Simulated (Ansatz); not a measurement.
**Stress against strain in Ru**

```xyz
2
Lattice="2.7058 0.0000 0.0000 -1.3529 2.3433 0.0000 0.0000 0.0000 4.2819" Properties=species:S:1:pos:R:3 pbc="T T T"
Ru    0.0000    1.5622    1.0705
Ru    1.3529    0.7811    3.2114
```

Atoms are numbered in the order listed.

The cell comes from COD entry 9017842, which wasn't checked; take it as a given geometry.

Computed with DFT, PBEsol, all-electron LAPW, scalar-relativistic in Ansatz 0.2.0.

The runs use a Γ-centred 14×14×8 k mesh, Fermi–Dirac smearing of 0.03 eV, basis error target 0.5 meV/atom, no spin polarisation.

The strain is applied along the Cartesian axes of the cell as listed (γ is the engineering shear, twice εxy = εyz = εzx). Fractional coordinates are held (clamped ions).

σ is the change of stress from the unstrained cell, which is at -6.27 GPa; tension is positive, so slopes are stress–strain coefficients at that pressure. In a metal the k mesh adds noise.

Only quantities that a quadratic follows smoothly over the whole series are listed; rougher ones are left out.

| γ | σxy (GPa) | σyz (GPa) |
| --- | --- | --- |
| -0.0300 | -6.11 | -5.96 |
| -0.0200 | -4.01 | -3.97 |
| -0.0100 | -1.97 | -1.98 |
| 0.0000 | 0.00 | 0.00 |
| 0.0200 | 3.84 | 3.81 |
| 0.0300 | 5.77 | 5.63 |

Question: Fit the series and read off the stiffness at zero strain.

Answer: Least-squares fits y = p0 + p1 x + p2 x² to the rows give σxy (GPa): p1 = 197, p2 = -200; σyz (GPa): p1 = 194, p2 = -170.

Question: One run, at γ = 0.0100, is withheld. Predict its row.

Answer: The fits give 1.96, 1.91; the run gave 1.92, 1.94.
